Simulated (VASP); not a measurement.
# TiTe2 (P-3m1) in VASP: a series of runs

One crystal, TiTe2, is run at these levels: PBE+D3(BJ); tasks: relaxation of cell and atoms.

All numbers are computed with VASP 6.6.1; they aren't measurements. Logs are shortened: lines on timing, memory, paths and dates and some standing lists are left out, and cuts for length are marked.

## (1) The structure

Symmetry: P-3m1, No. 164, trigonal system. Conventional cell: a = 3.777 Å, b = 3.777 Å, c = 6.498 Å, α = 90.00°, β = 90.00°, γ = 120.00°. Around Ti (site symmetry -3m) lie 6 Te at 2.77 Å. Te (site symmetry 3m) has 3 Ti at 2.77 Å as nearest neighbours.

## (2) Relaxation of cell and atoms, PBE+D3(BJ)

Input file INCAR:

```
  PREC = Accurate
  ENCUT = 600
  EDIFF = 1E-6
  ISMEAR = 1
  SIGMA = 0.1
  LREAL = F
  LASPH = T
  NELM = 80
  ALGO = Normal
  ISIF = 3
  LWAVE = F
  LCHARG = F
  GGA = PE
  IVDW = 12
  IBRION = 2
  NSW = 90
  EDIFFG = -0.01
  KPAR = 2
```

Input file KPOINTS:

```
Automatic mesh
0
Gamma
  12 12 6
```

Input file POSCAR:

```
TiTe2
1.0
    3.7770000000      0.0000000000      0.0000000000
   -1.8885000000      3.2709779501      0.0000000000
    0.0000000000      0.0000000000      6.4980000000
Ti Te
1 2
Direct
    0.0000000000      0.0000000000      0.0000000000
    0.6666666667      0.3333333333      0.2628000000
    0.3333333333      0.6666666667      0.7372000000
```

Potentials or basis: VASP PAW PBE potentials, release 64 (Ti_sv, Te).

On the command line:

```bash
> cat potpaw_PBE.64/Ti_sv/POTCAR potpaw_PBE.64/Te/POTCAR > POTCAR
> mpirun -np 2 vasp_std > vasp.out
```

OUTCAR:

```text
PREC = Accurate
   ENCUT = 600
   EDIFF = 1E-6
   ISMEAR = 1
   LREAL = F
   LASPH = T
   NELM = 80
   ISIF = 3
   GGA = PE
   IVDW = 12
   IBRION = 2
   NSW = 90
   EDIFFG = -0.01
 IVDW          = 12

 ion  position               nearest neighbor table
   1  0.000  0.000  0.000-   2 2.77   3 2.77   2 2.77   3 2.77   2 2.77   3 2.77
   2  0.667  0.333  0.263-   1 2.77   1 2.77   1 2.77
   3  0.333  0.667  0.737-   1 2.77   1 2.77   1 2.77

  LATTYP: Found a hexagonal cell.
 ALAT       =     3.7770000000
 C/A-ratio  =     1.7204130262

  Lattice vectors:

 A1 = (   3.7770000000,   0.0000000000,   0.0000000000)
 A2 = (  -1.8885000000,   3.2709779501,   0.0000000000)
 A3 = (   0.0000000000,   0.0000000000,   6.4980000000)

Analysis of symmetry for initial positions (statically):
=====================================================================
 Subroutine PRICEL returns:
 Original cell was already a primitive cell.

 Routine SETGRP: Setting up the symmetry group for a
 hexagonal supercell.

 Subroutine GETGRP returns: Found 12 space group operations
 (whereof 12 operations were pure point group operations)
 out of a pool of 24 trial point group operations.

The static configuration has the point symmetry D_3d.

Analysis of symmetry for dynamics (positions and initial velocities):
=====================================================================
 Subroutine PRICEL returns:
 Original cell was already a primitive cell.

 Routine SETGRP: Setting up the symmetry group for a
 hexagonal supercell.

 Subroutine GETGRP returns: Found 12 space group operations
 (whereof 12 operations were pure point group operations)
 out of a pool of 24 trial point group operations.

The dynamic configuration has the point symmetry D_3d.

 Subroutine INISYM returns: Found 12 space group operations
 (whereof 12 operations are pure point group operations),
 and found     1 'primitive' translations

----------------------------------------------------------------------------------------

                                     Primitive cell

  volume of cell :      80.2794

  direct lattice vectors                    reciprocal lattice vectors
     3.777000000  0.000000000  0.000000000     0.264760392  0.152859484  0.000000000
    -1.888500000  3.270977950  0.000000000     0.000000000  0.305718967  0.000000000
     0.000000000  0.000000000  6.498000000     0.000000000  0.000000000  0.153893506

  length of vectors
     3.777000000  3.777000000  6.498000000     0.305718967  0.305718967  0.153893506

  position of ions in fractional coordinates (direct lattice)
     0.000000000  0.000000000  0.000000000
     0.666666667  0.333333333  0.262800000
     0.333333333  0.666666667  0.737200000

  ion indices of the primitive-cell ions
   primitive index   ion index
                 1           1
                 2           2
                 3           3

----------------------------------------------------------------------------------------

 KPOINTS: Automatic mesh

Automatic generation of k-mesh.
 Grid dimensions read from file:
 generate k-points for:   12   12    6

 Generating k-lattice:

  Cartesian coordinates                     Fractional coordinates (reciprocal lattice)
     0.022063366  0.012738290  0.000000000     0.083333333 -0.000000000  0.000000000
     0.000000000  0.025476581  0.000000000     0.000000000  0.083333333  0.000000000
     0.000000000  0.000000000  0.025648918     0.000000000  0.000000000  0.166666667

  Length of vectors
     0.025476581  0.025476581  0.025648918

  Shift w.r.t. Gamma in fractional coordinates (k-lattice)
     0.000000000  0.000000000  0.000000000

 Subroutine IBZKPT returns following result:
 ===========================================

 Found    100 irreducible k-points:

 Following reciprocal coordinates:
            Coordinates               Weight
  0.000000  0.000000  0.000000      1.000000
  0.083333  0.000000  0.000000      6.000000
  0.166667  0.000000  0.000000      6.000000
  0.250000  0.000000  0.000000      6.000000
  0.333333  0.000000  0.000000      6.000000
  0.416667  0.000000  0.000000      6.000000
[... 16 lines left out ...]
  0.166667  0.000000  0.166667      6.000000
  0.000000  0.166667  0.166667      6.000000
 [... further k-points ...]
   k-points           NKPTS =    100   k-points in BZ     NKDIM =    100   number of bands    NBANDS=     16
   number of dos      NEDOS =    301   number of ions     NIONS =      3
   total plane-waves  NPLWV =  48600
   dimension x,y,z NGX =    30 NGY =   30 NGZ =   54
   dimension x,y,z NGXF=    60 NGYF=   60 NGZF=  108
   ions per type =               1   2
   NGX,Y,Z   is equivalent  to a cutoff of  13.20, 13.20, 13.82 a.u.
   NGXF,Y,Z  is equivalent  to a cutoff of  26.41, 26.41, 27.63 a.u.
 SYSTEM =  unknown system
   PREC   = accura    normal or accurate (medium, high low for compatibility)
   ISTART =      0    job   : 0-new  1-cont  2-samecut
   ICHARG =      2    charge: 1-file 2-atom 10-const
   ISPIN  =      1    spin polarized calculation?
   LNONCOLLINEAR =      F non collinear calculations
   LSORBIT =      F    spin-orbit coupling
   LASPH  =      T    aspherical Exc in radial PAW
   ENCUT  =  600.0 eV  44.10 Ry    6.64 a.u.   7.54  7.54 12.98*2*pi/ulx,y,z
   NELM   =     80;   NELMIN=  2; NELMDL= -5     # of ELM steps
   EDIFF  = 0.1E-05   stopping-criterion for ELM
   LREAL  =      F    real-space projection
   EDIFFG = -.1E-01   stopping-criterion for IOM
   NSW    =     90    number of steps for IOM
   IBRION =      2    ionic relax: 0-MD 1-quasi-New 2-CG
   NFREE  =      1    steps in history (QN), initial steepest desc. (CG)
   ISIF   =      3    stress and relaxation
   ISYM   =      2    0-nonsym 1-usesym 2-fastsym
   POTIM  = 0.5000    time-step for ionic-motion
   TEBEG  =    0.0;   TEEND  =   0.0 temperature during run
   PSTRESS=    0.0 pullay stress
   NELECT =      24.0000    total number of electrons
   NUPDOWN=      -1.0000    fix difference up-down
   EMIN   =  10.00;   EMAX   =-10.00  energy-range for DOS
   EFERMI =   0.00;   METHOD = LEGACY
   ISMEAR =     1;   SIGMA  =   0.10  broadening in eV -4-tet -1-fermi 0-gaus
   EFERMI_NEDOS =   21; number of points for ismear=-14 and -15
   IALGO  =     38    algorithm
   IMIX   =      4    mixing-type and parameters
     AMIX     =   0.40;   BMIX     =  1.00
     AMIX_MAG =   1.60;   BMIX_MAG =  1.00
  volume/ion in A,a.u.               =      26.76       180.58
  Fermi-wavevector in a.u.,A,eV,Ry     =   1.094655  2.068597 16.303438  1.198269
  Thomas-Fermi vector in A             =   2.230964
   LORBIT       =      0    0 simple, 1 ext, 2 COOP (PROOUT), +10 PAW based schemes
   GGA     = PE    functional components
   LHFCALC =     F    Hartree Fock is set to
   AEXX    =    0.0000 exact exchange contribution
   IVDW    =    12    specifies the selected vdW correction
   LEPSILON=     F    determine dielectric tensor
   LRPA    =     F    only Hartree local field effects (RPA)
 conjugate gradient relaxation of ions
 non-spin polarized calculation
 Methfessel and Paxton  Order N= 1 SIGMA  =   0.10
  energy-cutoff  :      600.00
  volume of cell :       80.28
 maximum number of plane-waves:      2714
   NGX = 15   NGY = 15   NGZ = 25

--------------------------------------- Ionic step        1  -------------------------------------------

 number of electron      24.0000002 magnetization

 Free energy of the ion-electron system (eV)
  ---------------------------------------------------
  ext. energy  EPLUGINS =         0.00000000
  ---------------------------------------------------
  free energy    TOTEN  =       -16.20549979 eV

  energy without entropy =      -16.20529775  energy(sigma->0) =      -16.20543244

 E-fermi :   6.8599     XC(G=0):  -9.8602

 val. band max:        6.8577491423   @ k =   0.3333   0.0000   0.5000
 cond. band min:       6.8633287598   @ k =   0.4167   0.0000   0.0000
 fundamental gap:      0.0055796175
 Fermi energy:         6.8599300129

 k-point     1 :       0.0000    0.0000    0.0000
  band No.  band energies     occupation
      1     -50.6631      2.00000
      2     -26.9233      2.00000
      3     -26.9233      2.00000
      4     -26.8769      2.00000
      5      -5.5831      2.00000
      6      -4.0804      2.00000
[... 8 lines left out ...]
     15       7.8895     -0.00000
     16       9.8759      0.00000
[... 419 lines left out ...]
 k-point    24 :       0.0000    0.1667    0.1667
  band No.  band energies     occupation
      1     -50.6623      2.00000
      2     -26.9338      2.00000
      3     -26.9257      2.00000
      4     -26.8745      2.00000
      5      -5.2111      2.00000
      6      -4.0576      2.00000
[... 8 lines left out ...]
     15       8.0322     -0.00000
     16       9.4875      0.00000

 [... further k-points ...]

------------------------ aborting loop because EDIFF is reached ----------------------------------------

 Edisp (eV)   -1.47475

 E8    (eV) :    -0.6840

  FORCE on cell =-STRESS in cart. coord.  units (eV):
  Direction    XX          YY          ZZ          XY          YZ          ZX
  --------------------------------------------------------------------------------------
  -------------------------------------------------------------------------------------
  Total      -1.18696    -1.18696    -0.71276     0.00000     0.00000     0.00000
  in kB     -23.68868   -23.68868   -14.22494     0.00000     0.00000     0.00000
  external pressure =      -20.53 kB  Pullay stress =        0.00 kB

 VOLUME and BASIS-vectors are now :
 -----------------------------------------------------------------------------
  energy-cutoff  :      600.00
  volume of cell :       80.28
      direct lattice vectors                 reciprocal lattice vectors
     3.777000000  0.000000000  0.000000000     0.264760392  0.152859484  0.000000000
    -1.888500000  3.270977950  0.000000000     0.000000000  0.305718967  0.000000000
     0.000000000  0.000000000  6.498000000     0.000000000  0.000000000  0.153893506
[... 288 lines left out ...]
 POSITION                                       TOTAL-FORCE (eV/Angst)
 -----------------------------------------------------------------------------------
      0.00000     -0.00000     -0.00000         0.000000     -0.000000     -0.000000
      1.84600      1.06579      1.72315        -0.000000      0.000000      0.064397
     -0.00000      2.13158      4.61388         0.000000     -0.000000     -0.064397
 -----------------------------------------------------------------------------------
    total drift:                               -0.000000     -0.000000      0.000000

  FREE ENERGIE OF THE ION-ELECTRON SYSTEM (eV)
  ---------------------------------------------------
  free  energy   TOTEN  =       -17.7154749326 eV

  energy  without entropy=      -17.7155726512  energy(sigma->0) =      -17.71550751

--------------------------------------- Ionic step        9  -------------------------------------------

 number of electron      24.0000000 magnetization

 Free energy of the ion-electron system (eV)
  ---------------------------------------------------
  ext. energy  EPLUGINS =         0.00000000
  ---------------------------------------------------
  free energy    TOTEN  =       -16.14641906 eV

  energy without entropy =      -16.14661365  energy(sigma->0) =      -16.14648392

 E-fermi :   7.6367     XC(G=0): -10.1805

 val. band max:        7.6346055264   @ k =   0.3333   0.0000   0.5000
 cond. band min:       7.6405181521   @ k =   0.0000   0.4167   0.1667
 fundamental gap:      0.0059126257
 Fermi energy:         7.6366830137

 k-point     1 :       0.0000    0.0000    0.0000
  band No.  band energies     occupation
      1     -49.7531      2.00000
      2     -26.0194      2.00000
      3     -26.0194      2.00000
      4     -25.9825      2.00000
      5      -5.1581      2.00000
      6      -3.4377      2.00000
[... 8 lines left out ...]
     15       8.8936     -0.00000
     16      10.7037      0.00000
[... 419 lines left out ...]
 k-point    24 :       0.0000    0.1667    0.1667
  band No.  band energies     occupation
      1     -49.7521      2.00000
      2     -26.0327      2.00000
      3     -26.0224      2.00000
      4     -25.9793      2.00000
      5      -4.7484      2.00000
      6      -3.4222      2.00000
[... 8 lines left out ...]
     15       8.9009     -0.00000
     16      10.4386      0.00000

 [... further k-points ...]

------------------------ aborting loop because EDIFF is reached ----------------------------------------

 Edisp (eV)   -1.57020

 E8    (eV) :    -0.7273

  FORCE on cell =-STRESS in cart. coord.  units (eV):
  Direction    XX          YY          ZZ          XY          YZ          ZX
  --------------------------------------------------------------------------------------
  -------------------------------------------------------------------------------------
  Total      -0.02394    -0.02394     0.01463     0.00000     0.00000     0.00000
  in kB      -0.50852    -0.50852     0.31070     0.00000     0.00000     0.00000
  external pressure =       -0.24 kB  Pullay stress =        0.00 kB

 VOLUME and BASIS-vectors are now :
 -----------------------------------------------------------------------------
  energy-cutoff  :      600.00
  volume of cell :       75.43
      direct lattice vectors                 reciprocal lattice vectors
     3.698493145 -0.000000000 -0.000000000     0.270380385  0.156104188 -0.000000000
    -1.849246573  3.202989020  0.000000000    -0.000000000  0.312208376 -0.000000000
    -0.000000000  0.000000000  6.367440873     0.000000000 -0.000000000  0.157048965

 POSITION                                       TOTAL-FORCE (eV/Angst)
 -----------------------------------------------------------------------------------
      0.00000      0.00000     -0.00000        -0.000000     -0.000000      0.000000
      1.84925      1.06766      1.73019         0.000000     -0.000000     -0.005095
     -0.00000      2.13533      4.63725        -0.000000      0.000000      0.005095
 -----------------------------------------------------------------------------------
    total drift:                                0.000000      0.000000     -0.000000

  FREE ENERGIE OF THE ION-ELECTRON SYSTEM (eV)
  ---------------------------------------------------
  free  energy   TOTEN  =       -17.7166214919 eV

  energy  without entropy=      -17.7168160821  energy(sigma->0) =      -17.71668636

 reached required accuracy - stopping structural energy minimisation
```

It took 4 min on 2 MPI ranks of Intel Xeon 6975P-C (Granite Rapids), shared host; peak memory 0.35 GiB.

Results:

```yaml
Free_energy: -17.7166 eV
Relaxed_volume: 25.14 Å³/atom
Relaxed_cell: a = 3.698 Å, b = 3.698 Å, c = 6.367 Å, α = 90.00°, β = 90.00°, γ = 120.00°
Space_group_after_relaxing_to_0.05_Å: P-3m1 (No. 164)
Energy_gained_by_relaxing: 12.1 meV/atom
Ionic_steps: 9
Pressure_after_relaxing: 0.0 GPa
Largest_force_after_relaxing: 0.005 eV/Å
Band_gap_on_the_k_mesh: none (metal or under the smearing width)
Dispersion_energy_per_atom: -0.523 eV
```

Forces in eV/Å, atoms in the order of the input:
```
Ti   0.000  0.000  0.000
Te   0.000  0.000 -0.005
Te   0.000  0.000  0.005
```

Stress tensor (GPa, compression positive):
```
-0.05  0.00  0.00
 0.00 -0.05  0.00
 0.00  0.00  0.03
```

Step by step:
```tsv
step	energy change (eV)	largest force (eV/Å)	pressure (GPa)	volume (Å³)
1	0.0000	0.0447	-2.05	80.28
2	-0.0162	0.4485	1.15	76.36
3	-0.0195	0.3277	0.16	77.47
4	-0.0287	0.2023	0.06	76.86
5	-0.0320	0.0649	-0.02	76.22
6	-0.0340	0.0396	-0.08	76.08
7	-0.0362	0.0333	-0.26	75.69
8	-0.0352	0.0644	0.55	74.81
9	-0.0364	0.0051	-0.02	75.43
```

Final structure:
```yaml
crystal:
  lattice:
    - [3.69849, 0.00000, 0.00000]
    - [-1.84925, 3.20299, 0.00000]
    - [0.00000, 0.00000, 6.36744]
  atoms:
    - { symbol: Ti, position: [0.00000, 0.00000, 0.00000] }
    - { symbol: Te, position: [0.66667, 0.33333, 0.27172] }
    - { symbol: Te, position: [0.33333, 0.66667, 0.72828] }
```

The run has no spin-orbit coupling, so splittings on Te are missing.

[end of part 1 of 2]
